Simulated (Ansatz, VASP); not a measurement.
**Two plane-wave programs on Cu**

```
Cu
1.0
     2.56801    0.00000    0.00000
    -1.28401    2.22396    0.00000
     0.00000    0.00000    4.19353
Cu
2
Direct
  0.33333 0.66667 0.25000
  0.66667 0.33333 0.75000
```

This isn't the form of Cu at room conditions, which is fcc.

Alike in both runs: functional PBE; k mesh 18 × 18 × 10; occupations gaussian, width 0.1 eV; no spin polarisation.

Ansatz relaxed the structure, and its values are those at the end. VASP's run is a single point on that final structure, the one shown.

|  | VASP | Ansatz |
| --- | --- | --- |
| version | VASP 6.6.1 | Ansatz 0.2.0 |
| potentials or method | VASP PAW PBE potentials, release 64 (Cu) | scalar-relativistic, plane waves, PAW |
| plane-wave cutoff (eV) | 520 | 420 |
| valence electrons in the cell | 22 | 38 |

|  | VASP | Ansatz | Ansatz less VASP |
| --- | --- | --- | --- |
| gap on the k mesh at the Fermi level (eV) | none | none | - |
| pressure (GPa) | 1.3 | 0.0 | -1.34 |

A gap of «none» marks a metal or a gap that the smearing closes. The two sets of potentials don't hold the same shells in valence.
